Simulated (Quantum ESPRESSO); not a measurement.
# In2O3 (R-3c) in Quantum ESPRESSO: a series of runs

Runs on In2O3. Level: PBEsol. Tasks: single point, equation of state.

All numbers are computed with Quantum ESPRESSO 7.5; they aren't measurements. Logs are shortened: lines on timing, memory, paths and dates and some standing lists are left out, and cuts for length are marked.

### 1 The crystal as given

The structure is trigonal, space group R-3c (No. 167). Conventional cell: a = 5.487 Å, b = 5.487 Å, c = 14.510 Å, α = 90.00°, β = 90.00°, γ = 120.00°. In (site symmetry 3) is surrounded by 6 O at 2.12 to 2.26 Å. O (site symmetry 2) has 4 In at 2.12 to 2.26 Å as nearest neighbours.

### 2 Single point, PBEsol, 11.85 Å³/atom

Contents of pw.in:

```
&CONTROL
  calculation = 'scf'
  prefix = 'pwscf'
  outdir = './tmp'
  pseudo_dir = './pseudo'
  tstress = .true.
  disk_io = 'nowf'
/
&SYSTEM
  ibrav = 0
  nat = 10
  ntyp = 2
  ecutwfc = 56
  ecutrho = 448
  nbnd = 57
  occupations = 'smearing'
  smearing = 'fd'
  degauss = 0.00367493
/
&ELECTRONS
  conv_thr = 2d-09
  electron_maxstep = 120
  mixing_beta = 0.5
/
ATOMIC_SPECIES
In   114.8180 in_pbesol_v1.4.uspp.F.UPF
O     15.9990 o_pbesol_v1.2.uspp.F.UPF
CELL_PARAMETERS angstrom
   2.6874944893    1.5516256668    4.7379314792
  -2.6874944893    1.5516256668    4.7379314792
   0.0000000000   -3.1032513336    4.7379314792
ATOMIC_POSITIONS crystal
In     0.8573100000    0.8573100000    0.8573100000
In     0.6426900000    0.6426900000    0.6426900000
In     0.1426900000    0.1426900000    0.1426900000
In     0.3573100000    0.3573100000    0.3573100000
O      0.0480000000    0.7500000000    0.4520000000
O      0.7500000000    0.4520000000    0.0480000000
O      0.4520000000    0.0480000000    0.7500000000
O      0.9520000000    0.2500000000    0.5480000000
O      0.2500000000    0.5480000000    0.9520000000
O      0.5480000000    0.9520000000    0.2500000000
K_POINTS automatic
5 5 5 0 0 0
```

Potentials or basis: GBRV 1.5 PBEsol.

Started as:

```bash
$ OMP_NUM_THREADS=1 mpirun -n 2 pw.x -nk 2 -in pw.in > pw.out
```

pw.out:

```text
This program is part of the open-source Quantum ESPRESSO suite
     for quantum simulation of materials; please cite
[... 13 lines left out ...]
     --------------------
     sticks:   dense  smooth     PW     G-vecs:    dense   smooth      PW
     Sum        3409    1705    489               128101    45223    7049

     Using Slab Decomposition

     bravais-lattice index     =            0
     lattice parameter (alat)  =      10.7030  a.u.
     unit-cell volume          =     799.9653 (a.u.)^3
     number of atoms/cell      =           10
     number of atomic types    =            2
     number of electrons       =        88.00
     number of Kohn-Sham states=           57
     kinetic-energy cutoff     =      56.0000  Ry
     charge density cutoff     =     448.0000  Ry
     scf convergence threshold =      2.0E-09
     mixing beta               =       0.5000
     number of iterations used =            8  plain     mixing
     Exchange-correlation= SLA  PW   PSX  PSC
                           (   1   4  10   8   0   0   0)

     celldm(1)=  10.702953  celldm(2)=   0.000000  celldm(3)=   0.000000
     celldm(4)=   0.000000  celldm(5)=   0.000000  celldm(6)=   0.000000

     crystal axes: (cart. coord. in units of alat)
               a(1) = (   0.474507   0.273957   0.836535 )
               a(2) = (  -0.474507   0.273957   0.836535 )
               a(3) = (   0.000000  -0.547914   0.836535 )

     reciprocal axes: (cart. coord. in units 2 pi/alat)
               b(1) = (  1.053725  0.608368  0.398469 )
               b(2) = ( -1.053725  0.608368  0.398469 )
               b(3) = (  0.000000 -1.216737  0.398469 )

     PseudoPot. # 1 for In read from file:
     in_pbesol_v1.4.uspp.F.UPF
     Pseudo is Ultrasoft + core correction, Zval = 13.0
     Generated by new atomic code, or converted to UPF format
     Using radial grid of  889 points,  6 beta functions with:
                l(1) =   0
                l(2) =   0
                l(3) =   1
                l(4) =   1
                l(5) =   2
                l(6) =   2
     Q(r) pseudized with  6 coefficients,  rinner =    1.400   1.400   1.400
                                                       1.400   1.400

     PseudoPot. # 2 for O  read from file:
     o_pbesol_v1.2.uspp.F.UPF
     Pseudo is Ultrasoft + core correction, Zval =  6.0
     Generated by new atomic code, or converted to UPF format
     Using radial grid of  737 points,  5 beta functions with:
                l(1) =   0
                l(2) =   0
                l(3) =   1
                l(4) =   1
                l(5) =   2
     Q(r) pseudized with  8 coefficients,  rinner =    0.900   0.900   0.900
                                                       0.900   0.900

     atomic species   valence    mass     pseudopotential
     In               13.00   114.81800     In( 1.00)
     O                 6.00    15.99900     O ( 1.00)

     12 Sym. Ops., with inversion, found ( 6 have fractional translation)

   Cartesian axes

     site n.     atom                  positions (alat units)
         1        In     tau(   1) = (   0.0000000   0.0000000   2.1515090  )
         2        In     tau(   2) = (   0.0000000  -0.0000000   1.6128977  )
         3        In     tau(   3) = (  -0.0000000  -0.0000000   0.3580955  )
         4        In     tau(   4) = (  -0.0000000  -0.0000000   0.8967068  )
         5        O      tau(   5) = (  -0.3331041  -0.0290394   1.0456685  )
         6        O      tau(   6) = (   0.1414032   0.3029963   1.0456685  )
         7        O      tau(   7) = (   0.1917009  -0.2739569   1.0456685  )
         8        O      tau(   8) = (   0.3331041   0.0290394   1.4639359  )
         9        O      tau(   9) = (  -0.1414032  -0.3029963   1.4639359  )
        10        O      tau(  10) = (  -0.1917009   0.2739569   1.4639359  )

     number of k points=    19  Fermi-Dirac smearing, width (Ry)=  0.0037
                       cart. coord. in units 2pi/alat
        k(    1) = (   0.0000000   0.0000000   0.0000000), wk =   0.0160000
        k(    2) = (   0.0000000  -0.2433473   0.0796938), wk =   0.0960000
        k(    3) = (   0.0000000  -0.4866946   0.1593877), wk =   0.0960000
        k(    4) = (  -0.2107449  -0.1216737   0.1593877), wk =   0.0960000
        k(    5) = (  -0.2107449  -0.3650210   0.2390815), wk =   0.1920000
        k(    6) = (  -0.2107449   0.6083683  -0.0796938), wk =   0.1920000
[... 11 lines left out ...]
        k(   18) = (   0.0000000   0.0000000   0.4781630), wk =   0.0320000
        k(   19) = (  -0.0000000   0.9733892   0.1593877), wk =   0.0960000

     Dense  grid:   128101 G-vectors     FFT dimensions: (  80,  80,  80)

     Smooth grid:    45223 G-vectors     FFT dimensions: (  54,  54,  54)

     Initial potential from superposition of free atoms

     starting charge      82.0000, renormalised to      88.0000
     Starting wfcs are   60 randomized atomic wfcs

     Self-consistent Calculation

     iteration #  1     ecut=    56.00 Ry     beta= 0.50
     Davidson diagonalization with overlap
     ethr =  1.00E-02,  avg # of iterations =  3.5

     total energy              =    -724.95506073 Ry
     estimated scf accuracy    <       4.87776156 Ry

     iteration #  2     ecut=    56.00 Ry     beta= 0.50
     Davidson diagonalization with overlap
     ethr =  5.54E-03,  avg # of iterations =  2.0
[... 18 lines left out ...]
     iteration #  5     ecut=    56.00 Ry     beta= 0.50
     Davidson diagonalization with overlap
     ethr =  6.51E-06,  avg # of iterations =  4.0

     total energy              =    -726.42470472 Ry
     estimated scf accuracy    <       0.00007725 Ry

     iteration #  6     ecut=    56.00 Ry     beta= 0.50
     Davidson diagonalization with overlap
     c_bands:  1 eigenvalues not converged
     ethr =  8.78E-08,  avg # of iterations =  4.8

     total energy              =    -726.42474198 Ry
     estimated scf accuracy    <       0.00000604 Ry

     iteration #  7     ecut=    56.00 Ry     beta= 0.50
     Davidson diagonalization with overlap
     ethr =  6.87E-09,  avg # of iterations =  3.0

     total energy              =    -726.42474315 Ry
     estimated scf accuracy    <       0.00000012 Ry
[... 12 lines left out ...]
     total energy              =    -726.42474326 Ry
     estimated scf accuracy    <          5.2E-09 Ry

     iteration # 10     ecut=    56.00 Ry     beta= 0.50
     Davidson diagonalization with overlap
     ethr =  5.88E-12,  avg # of iterations =  2.0

     End of self-consistent calculation

          k = 0.0000 0.0000 0.0000 (  5649 PWs)   bands (ev):

    -8.1816  -7.1298  -7.1298  -6.8760  -6.8760  -6.7747  -2.4721  -2.4721
    -2.2804  -2.2804  -2.2456  -2.1226  -2.0809  -2.0809  -2.0143  -2.0143
    -1.9349  -1.9349  -1.8069  -1.7880  -1.7880  -1.7747  -1.4475  -1.4475
    -0.5958  -0.5958   3.8295   4.1845   5.4250   5.4250   6.2062   6.5902
     6.9624   6.9624   7.0059   8.9698   8.9698   9.2498   9.3980   9.3980
     9.5269   9.5269   9.8720   9.8720  11.4815  15.5854  16.6197  17.5569
    19.3869  19.3869  19.5678  19.6006  20.0120  20.0120  20.7475  20.9064
    20.9064
[... 36 lines left out ...]
    -7.7852  -7.2505  -7.0937  -7.0230  -6.9893  -6.8518  -2.4326  -2.3485
    -2.3126  -2.2883  -2.2216  -2.1821  -2.1519  -2.0836  -2.0670  -1.9784
    -1.9670  -1.9095  -1.8753  -1.7973  -1.7502  -1.6623  -1.4973  -1.3282
    -1.2062  -0.6395   4.3927   4.5782   4.9396   6.0593   6.4716   6.5851
     7.1072   7.4244   7.8290   8.0645   8.4922   8.6041   8.7287   9.0652
     9.3923   9.5356   9.6068   9.7631  14.1675  16.2094  16.4678  16.6824
    17.5895  18.3873  19.1720  20.2559  20.4758  20.5265  20.6930  21.5842
    22.0776

          k =-0.2107 0.6084-0.0797 (  5668 PWs)   bands (ev):

    -7.5347  -7.4554  -7.1235  -7.0180  -6.9605  -6.9083  -2.4110  -2.3784
    -2.2879  -2.2308  -2.2189  -2.1811  -2.1759  -2.1498  -2.0187  -2.0047
    -1.9759  -1.9381  -1.7989  -1.7554  -1.7497  -1.7381  -1.5291  -1.2555
    -1.0808  -0.9475   4.5128   4.7864   5.1615   5.4067   6.5249   6.8311
     7.1118   7.3400   7.9328   8.0923   8.3570   8.5594   9.0006   9.1132
     9.1469   9.5455   9.6923   9.7485  15.2179  15.5112  16.0091  16.3905
    17.7420  18.5171  19.3436  19.7125  20.3375  20.4744  20.9063  21.1270
    22.5171

          k =-0.2107 0.3650 0.0000 (  5656 PWs)   bands (ev):
[... 100 lines left out ...]
    -7.5769  -7.3903  -7.1464  -7.0656  -6.9252  -6.8663  -2.4218  -2.3689
    -2.3039  -2.2695  -2.2442  -2.2197  -2.1781  -2.1663  -2.0157  -1.9763
    -1.9428  -1.9179  -1.8268  -1.7715  -1.7299  -1.7038  -1.6243  -1.4930
    -0.9976  -0.7396   4.5851   5.0122   5.2734   5.6411   6.3321   6.7667
     6.9262   7.3022   7.7132   8.1365   8.3444   8.3991   8.7706   9.1303
     9.5155   9.5664   9.6232   9.7421  15.2898  15.8991  16.1485  16.4340
    17.4409  18.2656  19.4428  19.6845  20.2897  20.5634  21.0062  21.2845
    22.3888

          k = 0.6322 0.3650-0.2391 (  5672 PWs)   bands (ev):

    -7.5839  -7.3844  -7.1680  -7.0114  -7.0004  -6.8137  -2.4265  -2.3307
    -2.3247  -2.2520  -2.2482  -2.2160  -2.2109  -2.1614  -2.1248  -1.9230
    -1.8954  -1.8779  -1.8718  -1.8093  -1.7455  -1.6960  -1.6870  -1.6105
    -0.9371  -0.5581   4.5218   5.3175   5.4283   5.6577   6.3824   6.5394
     6.9401   7.3821   7.6163   7.9275   8.2878   8.5194   8.7766   8.9270
     9.3604   9.4841   9.5746   9.7669  15.6823  16.0054  16.0916  16.9777
    17.1800  18.3764  18.9174  19.6343  20.3742  20.7674  21.5329  21.6243
    22.2152

          k = 0.0000 0.0000 0.4782 (  5605 PWs)   bands (ev):
[... 12 lines left out ...]
    -7.5608  -7.4588  -7.1031  -7.0403  -6.9576  -6.9204  -2.3885  -2.3432
    -2.3242  -2.2935  -2.2631  -2.2343  -2.1406  -2.1107  -2.0908  -2.0799
    -1.8641  -1.8577  -1.8334  -1.7741  -1.6833  -1.6417  -1.5598  -1.5392
    -0.8547  -0.7666   4.6032   4.6103   5.6082   5.9005   6.3543   6.6544
     6.9227   7.2990   7.5623   8.0037   8.2616   8.3816   8.8734   9.1341
     9.1622   9.4086   9.5692   9.7005  14.8813  15.2534  17.2318  17.3168
    17.8227  18.4163  19.2209  19.3020  20.5325  20.8464  21.6737  21.8578
    21.9718

     the Fermi energy is    10.7566 ev

!    total energy              =    -726.42474326 Ry
     estimated scf accuracy    <          3.7E-11 Ry
     smearing contrib. (-TS)   =      -0.00000000 Ry
     internal energy E=F+TS    =    -726.42474326 Ry

     The total energy is F=E-TS. E is the sum of the following terms:
     one-electron contribution =    -156.87412159 Ry
     hartree contribution      =     158.03023025 Ry
     xc contribution           =    -194.03214826 Ry
     ewald contribution        =    -533.54870365 Ry

     convergence has been achieved in  10 iterations

     Computing stress (Cartesian axis) and pressure

          total   stress  (Ry/bohr**3)                   (kbar)     P=      134.79
   0.00098006   0.00000000   0.00000000          144.17        0.00        0.00
   0.00000000   0.00098006  -0.00000000            0.00      144.17       -0.00
   0.00000000   0.00000000   0.00078864            0.00        0.00      116.01

=------------------------------------------------------------------------------=
   JOB DONE.
=------------------------------------------------------------------------------=
```

Wall time 57 s (2 MPI ranks of Intel Xeon 6975P-C (Granite Rapids), shared host); peak memory 0.74 GiB.

Results:

```
Free energy            : -9883.5121 eV
Pressure               : 13.5 GPa
Band gap on the k mesh : 1.61 eV, direct
```

Caveat: spin-orbit coupling is left out, which moves the levels of the heavy elements.

### 3 Single point, PBEsol, 12.11 Å³/atom

Edit pw.in of step 2 so:

```diff
@@ -28,5 +28,5 @@
 CELL_PARAMETERS angstrom
-   2.6874944893    1.5516256668    4.7379314792
-  -2.6874944893    1.5516256668    4.7379314792
-   0.0000000000   -3.1032513336    4.7379314792
+   2.7064211304    1.5625529681    4.7712982932
+  -2.7064211304    1.5625529681    4.7712982932
+   0.0000000000   -3.1251059363    4.7712982932
 ATOMIC_POSITIONS crystal
```

Potentials or basis: GBRV 1.5 PBEsol.

Started as:

```bash
$ OMP_NUM_THREADS=1 mpirun -n 2 pw.x -nk 2 -in pw.in > pw.out
```

Wall time 58 s (2 MPI ranks of Intel Xeon 6975P-C (Granite Rapids), shared host); peak memory 0.74 GiB.

It converged, with:

```yaml
Free_energy: -9883.6920 eV
Pressure: 8.8 GPa
Band_gap_on_the_k_mesh: 1.48 eV, direct
```

Caveat: spin-orbit coupling is left out, which moves the levels of the heavy elements.

### 4 Single point, PBEsol, 12.36 Å³/atom

Edit pw.in of step 3 so:

```diff
@@ -28,5 +28,5 @@
 CELL_PARAMETERS angstrom
-   2.7064211304    1.5625529681    4.7712982932
-  -2.7064211304    1.5625529681    4.7712982932
-   0.0000000000   -3.1251059363    4.7712982932
+   2.7250866935    1.5733295360    4.8042048385
+  -2.7250866935    1.5733295360    4.8042048385
+   0.0000000000   -3.1466590721    4.8042048385
 ATOMIC_POSITIONS crystal
```

Started as:

```bash
$ OMP_NUM_THREADS=1 mpirun -n 2 pw.x -nk 2 -in pw.in > pw.out
```

It took 60 s on 2 MPI ranks of Intel Xeon 6975P-C (Granite Rapids), shared host; peak memory 0.76 GiB.

The run converged. Its results:

```
Free energy            : -9883.8020 eV
Pressure               : 4.6 GPa
Band gap on the k mesh : 1.35 eV, indirect (least direct gap 1.36 eV)
```

Caveat: spin-orbit coupling is left out, which moves the levels of the heavy elements.

### 5 Single point, PBEsol, 12.61 Å³/atom

Edit pw.in of step 4 so:

```diff
@@ -28,5 +28,5 @@
 CELL_PARAMETERS angstrom
-   2.7250866935    1.5733295360    4.8042048385
-  -2.7250866935    1.5733295360    4.8042048385
-   0.0000000000   -3.1466590721    4.8042048385
+   2.7435000000    1.5839604635    4.8366666667
+  -2.7435000000    1.5839604635    4.8366666667
+   0.0000000000   -3.1679209270    4.8366666667
 ATOMIC_POSITIONS crystal
```

Started as:

```bash
$ OMP_NUM_THREADS=1 mpirun -n 2 pw.x -nk 2 -in pw.in > pw.out
```

Run time: 59 s. Hardware: 2 MPI ranks of Intel Xeon 6975P-C (Granite Rapids), shared host; peak memory 0.78 GiB.

It converged, with:

```
Free energy            : -9883.8495 eV
Pressure               : 0.8 GPa
Band gap on the k mesh : 1.21 eV, indirect (least direct gap 1.24 eV)
```

Caveat: spin-orbit coupling is left out, which moves the levels of the heavy elements; an odd mesh through Γ misses points on the zone boundary, where band edges often lie.

### 6 Single point, PBEsol, 12.86 Å³/atom

Edit pw.in of step 5 so:

```diff
@@ -28,5 +28,5 @@
 CELL_PARAMETERS angstrom
-   2.7435000000    1.5839604635    4.8366666667
-  -2.7435000000    1.5839604635    4.8366666667
-   0.0000000000   -3.1679209270    4.8366666667
+   2.7616694037    1.5944505736    4.8686985053
+  -2.7616694037    1.5944505736    4.8686985053
+   0.0000000000   -3.1889011472    4.8686985053
 ATOMIC_POSITIONS crystal
```

Potentials or basis: GBRV 1.5 PBEsol.

Started as:

```bash
$ OMP_NUM_THREADS=1 mpirun -n 2 pw.x -nk 2 -in pw.in > pw.out
```

Wall time 59 s (2 MPI ranks of Intel Xeon 6975P-C (Granite Rapids), shared host); peak memory 0.76 GiB.

It converged, with:

```
Free energy            : -9883.8411 eV
Pressure               : -2.5 GPa
Band gap on the k mesh : 1.08 eV, indirect (least direct gap 1.13 eV)
```

Caveat: spin-orbit coupling is left out, which moves the levels of the heavy elements; an odd mesh through Γ misses points on the zone boundary, where band edges often lie.

### 7 Single point, PBEsol, 13.12 Å³/atom

Edit pw.in of step 6 so:

```diff
@@ -28,5 +28,5 @@
 CELL_PARAMETERS angstrom
-   2.7616694037    1.5944505736    4.8686985053
-  -2.7616694037    1.5944505736    4.8686985053
-   0.0000000000   -3.1889011472    4.8686985053
+   2.7796028244    1.6048044389    4.9003143165
+  -2.7796028244    1.6048044389    4.9003143165
+   0.0000000000   -3.2096088777    4.9003143165
 ATOMIC_POSITIONS crystal
```

Started as:

```bash
$ OMP_NUM_THREADS=1 mpirun -n 2 pw.x -nk 2 -in pw.in > pw.out
```

Run time: 60 s. Hardware: 2 MPI ranks of Intel Xeon 6975P-C (Granite Rapids), shared host; peak memory 0.8 GiB.

It converged, with:

- Free energy: -9883.7828 eV
- Pressure: -5.5 GPa
- Band gap on the k mesh: 0.95 eV, indirect (least direct gap 1.01 eV)

Caveat: spin-orbit coupling is left out, which moves the levels of the heavy elements; an odd mesh through Γ misses points on the zone boundary, where band edges often lie.

### 8 Single point, PBEsol, 13.37 Å³/atom

Edit pw.in of step 7 so:

```diff
@@ -28,5 +28,5 @@
 CELL_PARAMETERS angstrom
-   2.7796028244    1.6048044389    4.9003143165
-  -2.7796028244    1.6048044389    4.9003143165
-   0.0000000000   -3.2096088777    4.9003143165
+   2.7973077783    1.6150263988    4.9315273511
+  -2.7973077783    1.6150263988    4.9315273511
+   0.0000000000   -3.2300527976    4.9315273511
 ATOMIC_POSITIONS crystal
```

Started as:

```bash
$ OMP_NUM_THREADS=1 mpirun -n 2 pw.x -nk 2 -in pw.in > pw.out
```

Wall time 61 s (2 MPI ranks of Intel Xeon 6975P-C (Granite Rapids), shared host); peak memory 0.82 GiB.

Results (log left out):

```yaml
Free_energy: -9883.6799 eV
Pressure: -8.1 GPa
Band_gap_on_the_k_mesh: 0.82 eV, indirect (least direct gap 0.90 eV)
```

Caveat: spin-orbit coupling is left out, which moves the levels of the heavy elements; an odd mesh through Γ misses points on the zone boundary, where band edges often lie.

### 9 Equation of state, PBEsol

Potentials or basis: GBRV 1.5 PBEsol.

No new run: the results of the series are fitted here.

What came out:

```yaml
Equilibrium_volume: 12.70 Å³/atom
Bulk_modulus_at_fixed_shape_and_positions: 172 GPa
Pressure_derivative_of_the_bulk_modulus: 4.7
```

Energy against volume, from the lowest point:
| volume (Å³/atom) | energy (meV/atom) |
| --- | --- |
| 11.854 | 33.73 |
| 12.106 | 15.74 |
| 12.359 | 4.74 |
| 12.611 | 0.00 |
| 12.863 | 0.84 |
| 13.115 | 6.67 |
| 13.368 | 16.95 |

Caveat: the cell was scaled at fixed shape and fractional positions, which overstates the stiffness of a crystal with free parameters, most of all of layers and chains.
